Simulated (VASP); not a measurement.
**NaI in VASP 6.6.1, single-point calculation**

INCAR

```
METAGGA = MBJ
ISIF = 2
SIGMA = 0.5
LASPH = .TRUE.
ENCUT = 520
IBRION = -1
LREAL = .FALSE.
NBANDS = 14
LCHARG = .FALSE.
ISMEAR = -5
PREC = Accurate
LWAVE = .FALSE.
NSW = 0
EDIFF = 1E-7
NELM = 120
```

KPOINTS

```
KPOINTS created by Atomic Simulation Environment
0
Gamma
5 5 5
0 0 0
```

POSCAR

```
Na I
 1.0000000000000000
     4.2684229626999999    0.0000000000000000    0.0000000000000000
     0.0000000000000000    4.2684229626999999    0.0000000000000000
     0.0000000000000000    0.0000000000000000    4.0491393820999999
 Na  I
   1   1
Cartesian
  0.0000000000000000  0.0000000000000000  0.0000000000000000
  2.1342114813499995  2.1342114813499995  2.0245696910499995
```

The recommended PBE PAW datasets give the neutral cell 14 valence electrons.

Command

```
mpirun -np 1 vasp_std
```

Question: Predict the outcome of this run.

Answer: It converged. Results: gap between bands v and c on the k mesh 4.33 eV; least direct gap on the k mesh 4.66 eV. Band v is the last that the valence electrons fill when counted band by band, and c is the next.

OSZICAR

```
N       E                     dE             d eps       ncg     rms          rms(c)
DAV:   1     0.440599871440E+03    0.44060E+03   -0.65597E+03   504   0.874E+02
DAV:   2     0.365191262739E+03   -0.75409E+02   -0.70089E+02   516   0.206E+02
DAV:   3     0.359235958520E+03   -0.59553E+01   -0.58984E+01   660   0.550E+01
DAV:   4     0.359108548360E+03   -0.12741E+00   -0.12739E+00   576   0.888E+00
DAV:   5     0.359105239596E+03   -0.33088E-02   -0.33087E-02   660   0.146E+00    0.335E+00
DAV:   6     0.358513441676E+03   -0.59180E+00   -0.20695E+00   606   0.120E+01    0.299E+00
DAV:   7     0.358562971409E+03    0.49530E-01   -0.21098E-01   534   0.259E+00    0.305E+00
DAV:   8     0.359168411783E+03    0.60544E+00   -0.30966E-01   510   0.364E+00    0.128E+00
DAV:   9     0.359482232463E+03    0.31382E+00   -0.34843E-01   534   0.328E+00    0.190E+00
DAV:  10     0.359484673064E+03    0.24406E-02   -0.10109E-01   588   0.268E+00    0.343E+00
...
DAV:  64     0.360193557623E+03   -0.82827E-05   -0.53158E-11   270   0.703E-05    0.629E-05
DAV:  65     0.360193567755E+03    0.10132E-04   -0.29817E-11   270   0.581E-05    0.174E-05
DAV:  66     0.360193569194E+03    0.14385E-05   -0.56687E-11   270   0.528E-05    0.262E-06
DAV:  67     0.360193573854E+03    0.46599E-05   -0.67097E-12   270   0.219E-05    0.180E-05
DAV:  68     0.360193575675E+03    0.18209E-05   -0.76955E-12   270   0.249E-05    0.164E-05
DAV:  69     0.360193578014E+03    0.23392E-05   -0.81037E-13   270   0.112E-05    0.189E-05
DAV:  70     0.360193577233E+03   -0.78125E-06   -0.17750E-12   270   0.151E-05    0.209E-06
DAV:  71     0.360193577027E+03   -0.20560E-06   -0.32484E-12   270   0.741E-06    0.459E-06
DAV:  72     0.360193577018E+03   -0.86859E-08    0.21064E-12   270   0.336E-06
   1 F= 0.36019358E+03 E0= 0.36019358E+03  d E =0.000000E+00
```

Standard output (part)

```
POSCAR found type information on POSCAR NaI
 POSCAR found :  2 types and       2 ions
 LDA part: xc-table for (None), standard interpolation
 POSCAR, INCAR and KPOINTS ok, starting setup
 WAVECAR not read
 entering main loop
```

The MBJ potential has no energy functional, so only its levels carry meaning.

For comparison, a separate PBE run of the intended cell, on usual settings and not on those above, gives a gap of 1.91 eV on its mesh and a pressure of -1.2 GPa.
